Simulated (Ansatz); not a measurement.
The system is KCl (Sylvite).

```xyz
2
Lattice="0.0000 3.1465 3.1465 3.1465 0.0000 3.1465 3.1465 3.1465 0.0000" Properties=species:S:1:pos:R:3 pbc="T T T"
K     0.0000    0.0000    0.0000
Cl    3.1465    3.1465    3.1465
```

Base run:

| Quantity | Value |
| --- | --- |
| Program | Ansatz 0.2.0 |
| Functional | PBE |
| Potentials or basis | Ansatz PAW |
| Cutoff | 420 eV (not typed: the program's choice for these potentials) |
| k mesh | 7 × 7 × 7 |
| Occupations | fermi-dirac, width 0.05 eV |
| Spin | no spin polarisation |

Its results: band gap on the k mesh 5.19 eV, direct.

Task: The run is repeated on the same cell with these changes: functional from PBE to LDA; occupations from fermi-dirac, width 0.05 eV to fixed. What comes out?

Result: Band gap on the k mesh 4.74 eV, direct.

Caveats: odd divisions of the mesh miss points on the zone boundary, where band edges often lie, so the gap on the mesh can be too wide.

A k mesh can miss the band edges.
